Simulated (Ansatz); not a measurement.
# Br (I4/mmm) in Ansatz: convergence with smearing width

Aim: find how far smearing width must go before the results for Br settle, at PBE. This setting moves, with any that are tied to it; all else stays.

Program: Ansatz 0.2.0. These are calculated values, not measurements. Logs are shortened: lines on timing, memory, paths and dates and some standing lists are left out, and cuts for length are marked.

**1. Starting point**

The structure is tetragonal, space group I4/mmm (No. 139). Conventional cell: a = 2.847 Å, b = 2.847 Å, c = 7.155 Å, α = 90.00°, β = 90.00°, γ = 90.00°. Br (site symmetry 4/mmm) is surrounded by 4 Br at 2.85 Å.

**2. With smearing width 0.3 eV**

input.yaml reads:

```yaml
crystal:
  lattice:
    - [-1.423491705, 1.423491705, 3.57751737]
    - [1.423491705, -1.423491705, 3.57751737]
    - [1.423491705, 1.423491705, -3.57751737]
  atoms:
    - { symbol: Br, position: [0.0, 0.0, 0.0] }
kpoints:
  mp_grid: { grid: [13, 13, 13] }
scf:
  occupations: { method: fermi_dirac, width: 0.3 }
hamiltonian:
  xc: pbe
  pseudopotentials: { kind: all_electron, lapw: { basis_error: 0.001 } }
output:
  forces: true
  stress: true
  eigenvalues: true
```

Potentials or basis: all-electron LAPW, scalar-relativistic.

Command:

```sh
> ansatz run input.yaml --threads 1 --pin off --max-ram 3072MiB --backend cpu --events-out ev --progress --plain --runs-dir out
```

Wall time 15 s (1 thread of Intel Xeon at 2.70GHz, shared host); peak memory 0.35 GiB.

What came out:

- Free energy: -70925.0317 eV
- Pressure: 2.1 GPa
- Band gap on the k mesh: none (metal or under the smearing width)

**3. With smearing width 0.2 eV**

input.yaml: that of step 2 with these lines changed.

```diff
@@ -10,3 +10,3 @@
 scf:
-  occupations: { method: fermi_dirac, width: 0.3 }
+  occupations: { method: fermi_dirac, width: 0.2 }
 hamiltonian:
```

Potentials or basis: all-electron LAPW, scalar-relativistic.

Command:

```sh
> ansatz run input.yaml --threads 1 --pin off --max-ram 3072MiB --backend cpu --events-out ev --progress --plain --runs-dir out
```

Wall time 19 s (1 thread of Intel Xeon at 2.70GHz, shared host); peak memory 0.34 GiB.

Results:

```yaml
Free_energy: -70924.9872 eV
Pressure: 1.7 GPa
Band_gap_on_the_k_mesh: none (metal or under the smearing width)
```

**4. With smearing width 0.15 eV**

input.yaml: that of step 3 with these lines changed.

```diff
@@ -10,3 +10,3 @@
 scf:
-  occupations: { method: fermi_dirac, width: 0.2 }
+  occupations: { method: fermi_dirac, width: 0.15 }
 hamiltonian:
```

Command:

```sh
> ansatz run input.yaml --threads 1 --pin off --max-ram 3072MiB --backend cpu --events-out ev --progress --plain --runs-dir out
```

It took 10 s on 1 thread of Intel Xeon at 2.70GHz, shared host; peak memory 0.34 GiB.

What came out:

- Free energy: -70924.9725 eV
- Pressure: 1.5 GPa
- Band gap on the k mesh: none (metal or under the smearing width)

**5. With smearing width 0.1 eV**

input.yaml: that of step 4 with these lines changed.

```diff
@@ -10,3 +10,3 @@
 scf:
-  occupations: { method: fermi_dirac, width: 0.15 }
+  occupations: { method: fermi_dirac, width: 0.1 }
 hamiltonian:
```

Command:

```sh
> ansatz run input.yaml --threads 1 --pin off --max-ram 3072MiB --backend cpu --events-out ev --progress --plain --runs-dir out
```

Run time: 11 s. Hardware: 1 thread of Intel Xeon at 2.70GHz, shared host; peak memory 0.34 GiB.

What came out:

- Free energy: -70924.9620 eV
- Pressure: 1.5 GPa
- Band gap on the k mesh: none (metal or under the smearing width)

**6. With smearing width 0.05 eV**

input.yaml: that of step 5 with these lines changed.

```diff
@@ -10,3 +10,3 @@
 scf:
-  occupations: { method: fermi_dirac, width: 0.1 }
+  occupations: { method: fermi_dirac, width: 0.05 }
 hamiltonian:
```

Potentials or basis: all-electron LAPW, scalar-relativistic.

Command:

```sh
> ansatz run input.yaml --threads 1 --pin off --max-ram 3072MiB --backend cpu --events-out ev --progress --plain --runs-dir out
```

Run time: 13 s. Hardware: 1 thread of Intel Xeon at 2.70GHz, shared host; peak memory 0.34 GiB.

Results:

```
Free energy            : -70924.9554 eV
Pressure               : 1.4 GPa
Band gap on the k mesh : none (metal or under the smearing width)
```

**7. With smearing width 0.025 eV**

input.yaml: that of step 6 with these lines changed.

```diff
@@ -10,3 +10,3 @@
 scf:
-  occupations: { method: fermi_dirac, width: 0.05 }
+  occupations: { method: fermi_dirac, width: 0.025 }
 hamiltonian:
```

Command:

```sh
> ansatz run input.yaml --threads 1 --pin off --max-ram 3072MiB --backend cpu --events-out ev --progress --plain --runs-dir out
```

Run time: 11 s. Hardware: 1 thread of Intel Xeon at 2.70GHz, shared host; peak memory 0.34 GiB.

It converged, with:

```
Free energy            : -70924.9535 eV
Pressure               : 1.4 GPa
Band gap on the k mesh : none (metal or under the smearing width)
```

**8. With smearing width 0.01 eV**

input.yaml: that of step 7 with these lines changed.

```diff
@@ -10,3 +10,3 @@
 scf:
-  occupations: { method: fermi_dirac, width: 0.025 }
+  occupations: { method: fermi_dirac, width: 0.01 }
 hamiltonian:
```

Potentials or basis: all-electron LAPW, scalar-relativistic.

Command:

```sh
> ansatz run input.yaml --threads 1 --pin off --max-ram 3072MiB --backend cpu --events-out ev --progress --plain --runs-dir out
```

Standard output:

```text
Warning: RAYON_NUM_THREADS=1 ignored (pool sized by the plan → 1); use --threads N
LAPW: plane waves up to 6.959 Å⁻¹, error target 1.0e-3 eV per atom; small_component_spin mean_spin; Br in spheres of 1.423 Å, 25 of its electrons in bands, Dirac shells [] (how accurate: hamiltonian.pseudopotentials.lapw.basis_error, Limitations)
Engine: ansatz 0.2.0, x86_64-unknown-linux-gnu
Pseudopotentials: kind: all_electron
Pseudopotential: Br, LAPW, valence charge 25, lapw/all_electron/scalar/gaussian/Br, Koelling and Harmon's equation, gaussian nucleus
Functional definition: PBE
  parameter kappa = 0.804
  parameter beta = 0.06672455060314922
  exchange = pbe_x(kappa = kappa, mu = beta*pi^2/3)
  correlation = pbe_c(beta = beta)
Crystal: 1 atoms, lattice volume = 28.997 Å³
Basis set: ecut = 184.49914532140713 eV, 163 PW (Γ), FFT grids on a1+a3, a2+a3, a3, exchange–correlation at level 2
Bands: 17, of which v1, the nominal top of the filled ones, is band 13 counted from 1 (12 counted from 0)
Symmetry: 16 space group operations
Space group: I4/mmm (ITA 139), of the structure as read, at distance tolerance 3.1e-5 Å
k-points: 196 of 2197
Non-local potential: Br, projectors of the file, none
Initial density: superposition of atomic densities (chi_scale 0.1, normalization cell)
Initial wavefunctions: plane waves of lowest kinetic energy (no species holds an atomic orbital)
Functional: x = pbe(κ = 0.804, μ = 0.2195149727645171), c = pbe(β = 0.06672455060314922)
iter 1 solved again at ethr=1.79e-4 eV; its pass at ethr=1.00e-1 eV (dr2=4.47e-2 eV) is discarded
SCF iter   1: F=—  HF=-70924.994679 eV  |F-HF|=—  |Δ(HF+E_count)|=         —  Δρ=1.11e-2  dr2=4.44e-2  ethr=1.79e-4  ⟨swp⟩=3.0  Hψ=21211  notcnv=0
preconditioner: auto → LDOS  [insulator: Δε(μ)=0.105 eV  Ē_g=16.083 eV  σ=0.010 eV  W_gap=0.61  n_scr=10 (ndim 8)  ℏωp=18.2 eV  f_vac=0.259  D(μ)=1.27/eV (n_scr^D=10)  ε∞_Penn≈2.3  β→1.0]
iter 2 solved again at ethr=1.24e-5 eV; its pass at ethr=1.78e-4 eV (dr2=3.10e-3 eV) is discarded
SCF iter   2: F=—  HF=-70924.951160 eV  |F-HF|=—  |Δ(HF+E_count)|=   4.35e-2  Δρ=3.60e-3  dr2=3.10e-3  ethr=1.24e-5  ⟨swp⟩=2.0  Hψ=18049  notcnv=0
SCF iter   3: F=—  HF=-70924.952794 eV  |F-HF|=—  |Δ(HF+E_count)|=         —  Δρ=3.88e-4  dr2=2.04e-5  ethr=1.24e-5  ⟨swp⟩=3.0  Hψ=10940  notcnv=0
the basis was enlarged: its passes take 3.4 MiB over the memory plan, 1 of 1 planned eigensolver slots
SCF iter   4: F=—  HF=-70924.952841 eV  |F-HF|=—  |Δ(HF+E_count)|=   4.67e-5  Δρ=6.03e-5  dr2=5.15e-7  ethr=8.17e-8  ⟨swp⟩=3.0  Hψ=10242  notcnv=0
SCF iter   5: F=—  HF=-70924.952842 eV  |F-HF|=—  |Δ(HF+E_count)|=   7.53e-7  Δρ=8.91e-6  dr2=8.25e-9  ethr=2.06e-9  ⟨swp⟩=3.0  Hψ=9738  notcnv=0
SCF iter   6: F=-70924.952842 eV  HF=-70924.952842 eV  |F-HF|=3.70e-8  |Δ(HF+E_count)|=   1.17e-8  Δρ=2.55e-6  dr2=7.37e-10  ethr=3.30e-11  ⟨swp⟩=3.0  Hψ=9764  notcnv=0
SCF 1 converged in 6 iterations: F = -70924.952842 eV  dr2 = 7.37e-10
SCF converged after 6 iterations
Free energy (F): -70924.952842 eV
Harris-Foulkes:  -70924.952842 eV  (|F-HF|=3.70e-8)
Internal energy: -70924.952440 eV  (E = F + TS)
E sigma→0 (E₀):  -70924.952641 eV
Entropy (-TS):   -0.000401 eV (-0.401 meV/atom)
Fermi energy:    5.892508 eV
--- Per-component energies (eV) ---
  E_band       = -1979.264827
  E_kinetic    = 72707.834445
  E_xc         = -2510.281228
  E_electrostatic = -141122.505658  (all electrons and nuclei)
  E_smearing   = -0.000401  (= −TS)
  E_closure    = 0.000000  (closes the sum)
  E_atoms      = -70923.527919  (free atoms, spherical and without spin; not in F)
  Σ components = -70924.952842   (vs F -70924.952842, Δ=0.00e0)
  Basis errors (estimates in eV, not in F): energy 4.6e-4 per atom: plane waves 4.4e-4 (2.4e-4 summed), levels above the bands 0.0e0, relativity 2.6e-8, radial functions 2.8e-5, core shells 2.4e-9; eigenvalues (radial functions only) 2.7e-5; not estimated: angular momenta, meshes, grids; target (lapw.basis_error) 1.0e-3; muffin-tin radii Br 1.423 Å
--- Forces (eV/Å), atoms counted from 1 ---
  atom   1  Br     0.00000000     0.00000000     0.00000000
  max |Σ_I F_I| component: 1.97e-31 eV/Å
--- Stress (GPa, compression-positive) ---
        1.255386      -0.000000       0.000000
       -0.000000       1.255386      -0.000000
        0.000000      -0.000000       1.700956
  P = ⅓ Tr σ = 1.4039 GPa (14.039 kbar)
--- Band table (eV; the first three rows and the last of 196) ---
  k-point 0: bands = ["-226.5248", "-162.0236", "-162.0236", "-161.7726", "-55.3585", "-55.3522", "-55.1664", "-55.1664", "-55.1071", "-10.4253", "3.5449", "6.7989", "6.7989", "11.2871", "15.7144", "16.1903", "21.8140"]
  k-point 1: bands = ["-226.5248", "-162.0236", "-162.0236", "-161.7726", "-55.3577", "-55.3525", "-55.1665", "-55.1665", "-55.1068", "-10.2851", "3.6460", "6.2119", "6.2538", "11.5888", "16.6085", "16.9847", "19.7732"]
  k-point 2: bands = ["-226.5248", "-162.0236", "-162.0236", "-161.7726", "-55.3556", "-55.3531", "-55.1668", "-55.1668", "-55.1061", "-9.8788", "3.9270", "4.9724", "5.0721", "12.3119", "18.0350", "18.3708", "18.7564"]
  k-point 195: bands = ["-226.5248", "-162.0236", "-162.0236", "-161.7726", "-55.3581", "-55.3524", "-55.1665", "-55.1663", "-55.1070", "-10.1148", "1.4487", "6.0126", "6.6835", "15.2753", "15.9723", "17.4730", "23.1324"]
```

Run time: 10 s. Hardware: 1 thread of Intel Xeon at 2.70GHz, shared host; peak memory 0.34 GiB.

What came out:

- Free energy: -70924.9528 eV
- Pressure: 1.4 GPa
- Band gap on the k mesh: none (metal or under the smearing width)

**9. Summary**

```csv
smearing width,"energy less the tightest run, at zero smearing (meV/atom)",pressure (GPa),SCF cycles,CPU time (s),peak memory (GiB)
0.3 eV,4.11,2.14,8,15,0.35
0.2 eV,-0.46,1.66,8,19,0.34
0.15 eV,-1.09,1.53,6,10,0.34
0.1 eV,-0.83,1.46,7,11,0.34
0.05 eV,-0.35,1.42,7,13,0.34
0.025 eV,-0.23,1.41,7,11,0.34
0.01 eV,0.00,1.40,6,10,0.34
```

Against the tightest run, the energy stays within 1 meV/atom from 0.1 eV on; the pressure stays within 0.1 GPa from 0.1 eV on. Narrower smearing needs a denser k mesh, so at a fixed mesh the narrowest width isn't the most accurate. The tightest run that finished is the yardstick and may itself not be fully converged.

Caveats: an odd number of electrons without spin polarisation forces a metal; a magnetic or distorted state may lie lower.
